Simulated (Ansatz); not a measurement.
Runs of Ansatz 0.2.0 on Yb. Symmetry: Fm-3m, No. 225, cubic system. Conventional cell: a = 5.486 Å, b = 5.486 Å, c = 5.486 Å, α = 90.00°, β = 90.00°, γ = 90.00°. Yb (site symmetry m-3m) is surrounded by 12 Yb at 3.88 Å. 

| task | level | potentials or basis | spin | U | cutoff (eV) | smearing | hubbard projectors | double counting | driver | broadening | points for each segment of the path | gap on the mesh (eV) | pressure (GPa) | moment (μB) |
| --- | --- | --- | --- | --- | --- | --- | --- | --- | --- | --- | --- | --- | --- | --- |
| single point | r2SCAN+U | SSSP precision PAW | collinear, ferromagnetic start | Yb f U = 6 eV | 544 | methfessel-paxton 0.1 eV | ortho-atomic | amf | - | - | - | none | -8.2 | (a) |
| single point | RPBE | Ansatz PAW | collinear, ferromagnetic start | - | 420 | gaussian 0.02 eV | - | - | - | - | - | none | -1.0 | 0.02 |
| single point | RPBE+D3(BJ)+U | Ansatz PAW earlier set | collinear, random start | Yb f U = 4 eV | 820 | fermi-dirac 0.05 eV | atomic | amf | calculator | - | - | - | -12.6 | 0.00 |
| single point | PBEsol | Ansatz PAW | collinear, ferromagnetic start | - | 420 | gaussian 0.1 eV | - | - | - | - | - | none | -3.3 | 0.00 |
| optical spectrum | PBE+U | SSSP efficiency PAW | collinear, ferromagnetic start | Yb f U = 6 eV | 544 | fermi-dirac 0.01 eV | all-electron-ortho-atomic | fll (the default) | - | 0.1 eV | - | none | - | 0.02 |
| band structure | r2SCAN+U | Ansatz PAW | collinear, ferromagnetic start | Yb f U = 5 eV | 500 | tetrahedron | ortho-atomic (the default) | amf | - | - | 14 | none | -8.4 | 1.76 |
| single point | RPBE+U | SSSP precision PAW | collinear, ferromagnetic start | Yb f U = 4 eV | 544 | gaussian 0.1 eV | all-electron-ortho-atomic | fll | - | - | - | none | -0.2 | 0.00 |
| single point | LDA | Ansatz PAW | collinear, ferromagnetic start | - | 420 | gaussian 0.02 eV | - | - | - | - | - | none | -4.5 | 0.00 |
| atomic charges | PBE+D3(BJ) | SSSP efficiency PAW | non-collinear, ferromagnetic start | - | 544 | fermi-dirac 0.01 eV | - | - | chain | - | - | none | -3.9 | 0.00 |
| single point | PBE | Ansatz PAW | collinear, ferromagnetic start | - | 420 | fermi-dirac 0.05 eV | - | - | - | - | - | none | (b) | 0.00 |
| band structure | PBEsol | Ansatz PAW | collinear, ferromagnetic start | - | 420 | fermi-dirac 0.05 eV | - | - | - | - | 14 | none | -3.3 | 0.00 |
| electric field gradients | PBEsol+U | Ansatz PAW | collinear, program default start | Yb f U = 4 eV | 420 | fermi-dirac 0.01 eV | ortho-atomic (the default) | fll (the default) | - | - | - | none | -1.9 | 0.01 |

Alike in all rows: cell as given; k mesh 8 × 8 × 8.

**Question.** Fill in the values left out.

**Answer.** (a) 1.70; (b) -2.1.

Caveats: spin-orbit coupling is left out, which moves the levels of the heavy elements; the PAW data sets come from PBE, with cores solved anew for the run's functional, which leaves a small shift of forces and pressure (some runs); the magnetic or orbital state may not be the lowest (some runs); the potentials were made for another functional, which shifts forces and pressure (some runs); the PAW data sets were made with another functional, which shifts forces and pressure a little (some runs); pairwise dispersion overbinds metals, which lowers pressure and volume (some runs).

A k mesh can miss the band edges, and the runs leave out spin-orbit coupling on Yb.

A gap of «none» marks a metal or a gap under the smearing width.

Not every run made on this cell is shown here.
